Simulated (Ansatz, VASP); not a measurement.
**One calculation of AlN, two programs**

File POSCAR:

```
AlN
1.0
    0.0000000000      2.2554294728      2.2554294728
    2.2554294728      0.0000000000      2.2554294728
    2.2554294728      2.2554294728      0.0000000000
Al N
1 1
Direct
    0.0000000000      0.0000000000      0.0000000000
    0.7500000000      0.7500000000      0.7500000000
```

The input INCAR.step1:

```
PREC = Accurate
ENCUT = 520
ISMEAR = 0
SIGMA = 0.02
LREAL = F
LASPH = T
NELM = 60
NBANDS = 11
GGA = PE
ALGO = Normal
EDIFF = 1E-4
LWAVE = T
LCHARG = F
```

INCAR.step2

```
PREC = Accurate
ENCUT = 520
EDIFF = 1E-6
ISMEAR = 0
SIGMA = 0.02
LREAL = F
LASPH = T
NELM = 60
ALGO = Normal
ISIF = 2
LWAVE = F
LCHARG = F
METAGGA = R2SCAN
LMIXTAU = T
NBANDS = 11
ISTART = 1
```

KPOINTS

```
Automatic mesh
0
Gamma
  10 10 10
```

Input for Ansatz:

```yaml
crystal:
  lattice:
    - [0.0, 2.2554294728, 2.2554294728]
    - [2.2554294728, 0.0, 2.2554294728]
    - [2.2554294728, 2.2554294728, 0.0]
  atoms:
    - { symbol: Al, position: [0.0, 0.0, 0.0] }
    - { symbol: "N", position: [0.75, 0.75, 0.75] }
basis:
  ecutwfc: 500
kpoints:
  mp_grid: { grid: [10, 10, 10] }
hamiltonian:
  xc: r2scan
scf:
  occupations: { method: gaussian, width: 0.02 }
output:
  forces: true
  stress: true
  eigenvalues: true
```

Alike in both runs: task single point; functional r2SCAN; k mesh 10 × 10 × 10; occupations gaussian, width 0.02 eV; no spin polarisation.

|  | VASP | Ansatz |
| --- | --- | --- |
| version | VASP 6.6.1 | Ansatz 0.2.0 |
| potentials or method | VASP PAW PBE potentials, release 64 (Al, N) | scalar-relativistic, plane waves, PAW |
| plane-wave cutoff (eV) | 520 | 500 |
| valence electrons in the cell | 8 | 8 |

VASP gave:

| Item | Value |
| --- | --- |
| gap on the k mesh at the Fermi level (eV) | 3.85 |
| least direct gap on the mesh (eV) | 4.02 |
| pressure (GPa) | -17.1 |

Problem. What did Ansatz give for the same quantities?

Solution. gap on the k mesh at the Fermi level (eV): 3.86; least direct gap on the mesh (eV): 3.98; pressure (GPa): -16.7.

Caveats: so large a pressure means that the cell lies far from this level's equilibrium, or that cutoff or potentials fall short (VASP); the potentials were made for another functional, which shifts forces and pressure (VASP). r2SCAN opens gaps a little over a GGA but as a rule still falls short of measured ones. A k mesh can miss the band edges.
